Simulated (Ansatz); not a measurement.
## Ga under changes of volume

One of the cells (17.718 Å³/atom); the others are scaled copies at fixed shape and fractional positions:

```
Ga
1.0
    -1.38440    1.38440    2.31122
     1.38440   -1.38440    2.31122
     1.38440    1.38440   -2.31122
Ga
1
Direct
  0.00000 0.00000 0.00000
```

This isn't the form of Ga at room conditions, which is orthorhombic.

- Program: Ansatz 0.2.0
- Functional: revPBE-LDA
- Potentials or basis: all-electron LAPW, scalar-relativistic
- Cutoff: 238 eV (chosen from the basis error)
- Basis error allowed: 0.001 eV/atom
- k mesh: 13 × 13 × 13
- Occupations: gaussian, width 0.1 eV
- Spin: collinear spin, ferromagnetic start
- Starting moments: [0.5] μB

| volume (Å³/atom) | energy over the lowest point (meV/atom) | pressure (GPa) |
| --- | --- | --- |
| 16.655 | ? | ? |
| 17.010 | 141.91 | 17.0 |
| 17.364 | 106.61 | 15.1 |
| 17.718 | 75.20 | 13.5 |
| 18.073 | 47.21 | 12.0 |
| 18.427 | 22.26 | 10.7 |
| 18.781 | 0.00 | 9.5 |

Problem. What does the run at 16.655 Å³/atom give?

Solution. Energy over the lowest point 181.65 meV/atom; pressure 19.0 GPa.

Worked out: A Birch-Murnaghan fit of order 3 (a polynomial in V^(-2/3)) to the other rows has no minimum within the range. It gives 181.81 meV/atom at 16.655 Å³/atom, against the run's 181.65, and -dE/dV = 19.1 GPa, against 19.0.

Energies are extrapolated to zero smearing.

Caveats: the starting moments weren't kept.
